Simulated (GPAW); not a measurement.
VS2 (monolayer), S K edge of atom 8, with 3 V at 2.36 Å (pyramidal). Method: GPAW, PBE, excited-electron core hole (neutral cell), 21-atom cell with 8.4 Å between holes, 3×3×1 k points, dipole transitions, Gaussian full width 0.9 eV up to 4 eV, rising linearly to 3.5 eV at 25 eV.

```xyz
21
Lattice="-7.9250 2.7453 0.0000 1.5850 -8.2359 0.0000 0.0000 0.0000 12.5700" Properties=species:S:1:pos:R:3
V     0.0000    0.0000    6.2850
V    -3.1700    0.0000    6.2850
V    -6.3400    0.0000    6.2850
V    -1.5850   -2.7453    6.2850
V    -4.7550   -2.7453    6.2850
V     0.0000   -5.4906    6.2850
V    -3.1700   -5.4906    6.2850
S    -4.7550   -4.5755    7.7700
S     0.0000   -7.3208    7.7700
S    -4.7550    0.9151    7.7700
S     0.0000   -1.8302    7.7700
S    -3.1700   -1.8302    7.7700
S    -6.3400   -1.8302    7.7700
S    -1.5850   -4.5755    7.7700
S    -4.7550   -4.5755    4.8000
S     0.0000   -7.3208    4.8000
S    -4.7550    0.9151    4.8000
S     0.0000   -1.8302    4.8000
S    -3.1700   -1.8302    4.8000
S    -6.3400   -1.8302    4.8000
S    -1.5850   -4.5755    4.8000
```

Energy from the lowest empty level; a common scale on which the isotropic spectrum has a mean of 1 over the first 20 eV.

```
E (eV)  curve 1  curve 2
  -2.0     0.00     0.00
  -1.5     0.00     0.00
  -1.0     0.00     0.00
  -0.5     0.07     0.03
   0.0     0.20     0.11
   0.5     0.20     0.12
   1.0     1.05     0.24
   1.5     3.51     1.30
   2.0     3.47     2.09
   2.5     2.04     1.58
   3.0     1.36     1.60
   3.5     0.84     1.31
   4.0     0.18     0.35
   4.5     0.01     0.03
   5.0     0.02     0.05
   5.5     0.07     0.21
   6.0     0.14     0.58
   6.5     0.16     1.02
   7.0     0.24     1.30
   7.5     0.48     1.44
   8.0     0.80     1.40
   8.5     1.07     1.16
   9.0     1.25     0.83
   9.5     1.31     0.61
  10.0     1.29     0.62
  10.5     1.30     0.83
  11.0     1.41     1.07
  11.5     1.53     1.22
  12.0     1.55     1.26
  12.5     1.42     1.26
  13.0     1.21     1.30
  13.5     1.04     1.35
  14.0     0.95     1.32
  14.5     0.93     1.20
  15.0     0.93     1.06
  15.5     0.91     0.94
  16.0     0.89     0.86
  16.5     0.86     0.82
  17.0     0.84     0.81
  17.5     0.84     0.84
  18.0     0.86     0.89
  18.5     0.90     0.97
  19.0     0.96     1.05
  19.5     1.05     1.13
  20.0     1.16     1.18
  20.5     1.28     1.22
  21.0     1.38     1.23
  21.5     1.43     1.20
  22.0     1.43     1.14
  22.5     1.38     1.07
  23.0     1.31     1.00
```

The curves are for the electric vector along different Cartesian axes of the cell as given, for this one atom. Which is which?

Curve 1: along x (the other in-plane axis gives the same curve within 3 %), main maxima 1.7 eV (3.93), 11.8 eV (1.57) and 21.8 eV (1.43). Curve 2: along z, main maxima 2.0 eV (2.09), 3.1 eV (1.63) and 7.7 eV (1.45). A K edge sees empty p states; the first features are S p mixed into the empty d states of the V neighbours, and the broad ones above probably into the cations' higher empty bands. Each direction probes the empty orbitals that point along it. The run has no spin polarisation, although V can carry a moment. The primitive cell holds an odd number of electrons, so a spin-paired run has to come out metallic; that is right for a metal, but some such compounds are magnetic or distorted insulators.

[Banner, clock and machine lines of the logs are left out without a mark of their own.]

[Logs are printed without paths, hosts, clocks, repeated set-up lines and the standing remarks that a program may print on its own settings, such as how far it seeks lower states.]

[Hosts, paths, dates, database ids (printed as entryN), source tags and the programs' standing remarks are cut or masked in the printed files.]

[Lists of maxima count a maximum above −3 eV only where it reaches 4 % of the highest in the window and stands out from its surroundings by 2 % of it (1.5 % where it reaches 55 %); shoulders and weaker maxima are passed over, and of the rest the first, up to two pre-edge ones and the few strongest are named.]
